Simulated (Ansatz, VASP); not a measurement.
## BAs in VASP and in Ansatz

INCAR

```
PREC = Accurate ; ENCUT = 520
EDIFF = 1E-7 ; ISMEAR = 0
SIGMA = 0.02 ; LREAL = False
LASPH = True ; NELM = 100
ALGO = Normal ; ISIF = 2
LWAVE = False ; LCHARG = False
GGA = PE ; NBANDS = 11
```

KPOINTS

```
regular mesh
0
Gamma
  10 10 10
```

POSCAR

```
BAs
1.0
    0.0000000000      2.4282187665      2.4282187665
    2.4282187665      0.0000000000      2.4282187665
    2.4282187665      2.4282187665      0.0000000000
B As
1 1
Direct
    0.0000000000      0.0000000000      0.0000000000
    0.2500000000      0.2500000000      0.2500000000
```

Input for Ansatz:

```yaml
crystal:
  lattice:
    - [0.0, 2.4282187665, 2.4282187665]
    - [2.4282187665, 0.0, 2.4282187665]
    - [2.4282187665, 2.4282187665, 0.0]
  atoms:
    - { symbol: B, position: [0.0, 0.0, 0.0] }
    - { symbol: As, position: [0.25, 0.25, 0.25] }
basis:
  ecutwfc: 420
kpoints:
  mp_grid: { grid: [10, 10, 10] }
hamiltonian:
  xc: pbe
scf:
  occupations: { method: gaussian, width: 0.02 }
output:
  forces: true
  stress: true
  eigenvalues: true
```

Alike in both runs: task single point; functional PBE; k mesh 10 × 10 × 10; occupations gaussian, width 0.02 eV; no spin polarisation.

|  | VASP | Ansatz |
| --- | --- | --- |
| version | VASP 6.6.1 | Ansatz 0.2.0 |
| potentials or method | VASP PAW PBE potentials, release 64 (B, As) | scalar-relativistic, plane waves, PAW |
| plane-wave cutoff (eV) | 520 | 420 |
| valence electrons in the cell | 8 | 18 |

```tsv
	VASP	Ansatz	Ansatz less VASP
gap on the k mesh at the Fermi level (eV)	1.23	1.23	+0.007
least direct gap on the mesh (eV)	3.22	3.22	+0.004
pressure (GPa)	-3.1	-3.6	-0.52
```

The functional is the same, so the differences come from potentials, cutoffs and numerics. The two sets of potentials don't hold the same shells in valence.

A k mesh can miss the band edges.
